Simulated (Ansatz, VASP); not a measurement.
## V3O in VASP and in Ansatz

The input INCAR:

```
PREC = Accurate ; ENCUT = 600
EDIFF = 1E-7 ; ISMEAR = 0
SIGMA = 0.1 ; LREAL = F
LASPH = T ; NELM = 150
ALGO = Normal ; ISIF = 3
LWAVE = F ; LCHARG = F
ISPIN = 2 ; MAGMOM = 2 2 2 0
LORBIT = 11 ; LMAXMIX = 4
GGA = PE ; IBRION = 2
NSW = 90 ; EDIFFG = -0.04
```

File KPOINTS:

```
regular mesh
0
Gamma
  6 6 6
```

POSCAR

```
V3O
1.0
    3.6924887100      0.0000000000      0.0000000000
    0.0000000000      3.6924887100      0.0000000000
    0.0000000000      0.0000000000      3.6924887100
V O
3 1
Direct
    0.5000000000      0.0000000000      0.5000000000
    0.0000000000      0.5000000000      0.5000000000
    0.5000000000      0.5000000000      0.0000000000
    0.0000000000      0.0000000000      0.0000000000
```

Input for Ansatz:

```yaml
crystal:
  lattice:
    - [3.69248871, 0.0, 0.0]
    - [0.0, 3.69248871, 0.0]
    - [0.0, 0.0, 3.69248871]
  atoms:
    - { symbol: V, position: [0.5, 0.0, 0.5], spin: 2.0 }
    - { symbol: V, position: [0.0, 0.5, 0.5], spin: 2.0 }
    - { symbol: V, position: [0.5, 0.5, 0.0], spin: 2.0 }
    - { symbol: O, position: [0.0, 0.0, 0.0] }
basis:
  ecutwfc: 420
kpoints:
  mp_grid: { grid: [6, 6, 6] }
hamiltonian:
  xc: pbe
scf:
  occupations: { method: gaussian, width: 0.1 }
  lower_state_search: "off"
output:
  forces: true
  stress: true
  eigenvalues: true
  populations: true
magnetization:
  spin_polarized: true
relax:
  adjacent_minimum: "off"
  f_tol: 0.04
  max_steps: 70
  cell: { stress_tol: 0.4 }
```

Change from the starting cell: species swapped into the NbZn3 type (Pm-3m, No. 221).

Alike in both runs: task relaxation of cell and atoms; functional PBE; k mesh 6 × 6 × 6; occupations gaussian, width 0.1 eV; collinear spin.

|  | VASP | Ansatz |
| --- | --- | --- |
| version | VASP 6.6.1 | Ansatz 0.2.0 |
| potentials or method | VASP PAW PBE potentials, release 64 (V_sv, O) | scalar-relativistic, plane waves, PAW |
| plane-wave cutoff (eV) | 600 | 420 |
| valence electrons in the cell | 45 | 45 |

VASP gave:

| Item | Value |
| --- | --- |
| gap on the k mesh at the Fermi level, each at its own relaxed structure (eV) | none |
| net moment per atom (μB) | 0.00 |
| relaxed volume (Å³/atom) | 11.78 |
| relaxed cell length with the largest relative difference (Å) | 3.612 |
| energy change over the relaxation (meV/atom) | -24 |

Question: Estimate Ansatz's values.

Answer: gap on the k mesh at the Fermi level, each at its own relaxed structure (eV): none; net moment per atom (μB): 0.00; relaxed volume (Å³/atom): 11.78; relaxed cell length with the largest relative difference (Å): 3.612; energy change over the relaxation (meV/atom): -25.

A gap of «none» marks a metal or a gap that the smearing closes. Ansatz warned: «seeded_moment_not_kept».

Caveats: semilocal functionals often make such compounds metallic where correlation or magnetic order opens a gap, which also shifts bond lengths.
